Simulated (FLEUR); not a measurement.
Input of a FLEUR MaX-R8.1 (later development tree) run:

The input inp.xml:

```xml
<?xml version="1.0" encoding="UTF-8" standalone="no"?>
<fleurInput fleurInputVersion="0.39">
   <comment>
      ZnS                                                                                                 
   </comment>
   <calculationSetup>
      <cutoffs Kmax="5.1" Gmax="15.8" GmaxXC="15.8" numbands="0"/>
      <scfLoop itmax="60" minDistance="0.00001" maxIterBroyd="15" imix="Anderson" alpha="0.05" precondParam="0.0" spinf="2.0" sdNocoIR="T"/>
      <coreElectrons ctail="T" frcor="F" kcrel="0" coretail_lmax="0"/>
      <xcFunctional name="pbe" relativisticCorrections="F"/>
      <magnetism jspins="1"/>
      <soc l_soc="F" theta="0.0" phi="0.0" spav="F"/>
      <expertModes spex="0" secvar="F"/>
      <geometryOptimization l_f="F" forcealpha="1.0" forcemix="BFGS" epsdisp="0.00001" epsforce="0.00001"/>
      <ldaU l_linMix="F" mixParam="0.05" spinf="1.0"/>
   </calculationSetup>
   <cell>
      <bzIntegration valenceElectrons="26.0" mode="gauss" fermiSmearingEnergy="0.00055124">
         <kPointListSelection listName="default-1"/>
         <!-- k-points included here -->
         <xi:include xmlns:xi="http://www.w3.org/2001/XInclude" href="kpts.xml"> </xi:include>
      </bzIntegration>
      <!-- symmetry operations included here -->
      <xi:include xmlns:xi="http://www.w3.org/2001/XInclude" href="sym.xml"> </xi:include>
      <bulkLattice scale="1.0">
         <bravaisMatrix>
            <row-1>    0.0000000000000000     5.1060399886691998     5.1060399886691998</row-1>
            <row-2>    5.1060399886691998     0.0000000000000000     5.1060399886691998</row-2>
            <row-3>    5.1060399886691998     5.1060399886691998     0.0000000000000000</row-3>
         </bravaisMatrix>
      </bulkLattice>
   </cell>
   <atomSpecies>
      <species name="Zinc (Zn)" element="Zn" atomicNumber="30">
         <mtSphere radius="2.18" gridPoints="721" logIncrement="0.017"/>
         <atomicCutoffs lmax="9" lnonsphr="7"/>
         <electronConfig flipSpins="F">
            <coreConfig>(1s1/2) (2s1/2) (2p1/2) (2p3/2)</coreConfig>
            <valenceConfig>(3s1/2) (3p1/2) (3p3/2) (4s1/2) (3d3/2) (3d5/2)</valenceConfig>
         </electronConfig>
         <energyParameters s="4" p="4" d="3" f="4"/>
         <lo type="SCLO" l="0" n="3" eDeriv="0"/>
         <lo type="SCLO" l="1" n="3" eDeriv="0"/>
         <lo type="SCLO" l="1" n="3" eDeriv="1"/>
         <lo type="HELO" l="2" n="4" eDeriv="0"/>
         <lo type="HELO" l="2" n="4" eDeriv="1"/>
         <lo type="SCLO" l="3" n="4" eDeriv="2"/>
      </species>
      <species name="Sulfur (S)" element="S" atomicNumber="16">
         <mtSphere radius="1.92" gridPoints="635" logIncrement="0.018"/>
         <atomicCutoffs lmax="8" lnonsphr="6"/>
         <electronConfig flipSpins="F">
            <coreConfig>(1s1/2) (2s1/2) (2p1/2) (2p3/2)</coreConfig>
            <valenceConfig>(3s1/2) (3p1/2) (3p3/2)</valenceConfig>
            <stateOccupation state="(3p1/2)" spinUp="0.666667" spinDown="0.666667"/>
            <stateOccupation state="(3p3/2)" spinUp="1.333333" spinDown="1.333333"/>
         </electronConfig>
         <energyParameters s="3" p="3" d="3" f="4"/>
         <lo type="SCLO" l="0" n="3" eDeriv="2"/>
         <lo type="SCLO" l="1" n="3" eDeriv="2"/>
         <lo type="SCLO" l="2" n="3" eDeriv="2"/>
         <lo type="SCLO" l="3" n="4" eDeriv="2"/>
      </species>
   </atomSpecies>
   <atomGroups>
      <atomGroup species="Zinc (Zn)">
         <relPos label="                   1">-1.000/4.000 -1.000/4.000 -1.000/4.000</relPos>
         <force calculate="T" relaxXYZ="TTT"/>
      </atomGroup>
      <atomGroup species="Sulfur (S)">
         <relPos label="                   2">.0000000000 .0000000000 .0000000000</relPos>
         <force calculate="T" relaxXYZ="TTT"/>
      </atomGroup>
   </atomGroups>
   <output dos="F" band="F" slice="F">
      <checks vchk="F" cdinf="F"/>
      <bandDOS minEnergy="-.5*Htr" maxEnergy="0.5*Htr" sigma="0.015" storeEVData="T"/>
      <vacuumDOS vacdos="F" integ="F" star="F" nstars="0" locx1="0.0" locy1="0.0" locx2="0.0" locy2="0.0" nstm="0" tworkf="0.0"/>
      <unfoldingBand unfoldBand="F" supercellX="1" supercellY="1" supercellZ="1"/>
      <plotting iplot="0" polar="F">
         <plot TwoD="T" vec1="  1.0  0.0  0.0" vec2="  0.0  1.0  0.0" vec3="  0.0  0.0  1.0" zero="  0.0  0.0  0.0" file="plot"/>
      </plotting>
      <chargeDensitySlicing numkpt="0" minEigenval="0.0" maxEigenval="0.0" nnne="0" pallst="F"/>
      <specialOutput eonly="F"/>
      <moessbauerParams electricFieldGradient="T" isomerShift="T" coreHyperfine="T" valenceHyperfine="T"/>
      <magneticCircularDichroism mcd="F" energyLo="-10.0" energyUp="0.0"/>
   </output>
  <!-- We include the file relax.xml here to enable relaxations (see documentation) -->
  <xi:include xmlns:xi="http://www.w3.org/2001/XInclude" href="relax.xml"> <xi:fallback/> </xi:include>
</fleurInput>
```

File crystal.txt:

```
ZnS
&input cartesian=F /
0.0000000000  2.7020000000  2.7020000000
2.7020000000  0.0000000000  2.7020000000
2.7020000000  2.7020000000  0.0000000000
1.8897261246
1.0 1.0 1.0

2
30 0.7500000000  0.7500000000  0.7500000000
16 0.0000000000  0.0000000000  0.0000000000

&kpt div1=9 div2=9 div3=9 gamma=T /
```

Potentials or basis: all-electron, FLAPW.

Launch:

```sh
$ inpgen -f crystal.txt -profile fastHighL
$ # inp.xml edited to the form shown
$ fleur_MPI
```

(1) Predict the band gap on the k mesh.

Results:

(1) 2.11 eV, direct.

**The experiment to reproduce.**

From “Electronic, vibrational, and thermodynamic properties of ZnS (zincblende and rocksalt structure)”, 2009, arxiv:0911.5022, for a bulk crystal of ZnS at 19 K: band gap 3.85 eV (direct).

Measured gap of ZnS: 3.85 eV (direct; 19 K; quoted in “Electronic, vibrational, and thermodynamic properties of ZnS (zincblende and rocksalt structure)”, 2009, arxiv:0911.5022). This calculation gives 2.11 eV (-1.74 eV). The value is that of PBE, without temperature or zero-point motion. Semilocal functionals fall short of measured gaps as a rule.
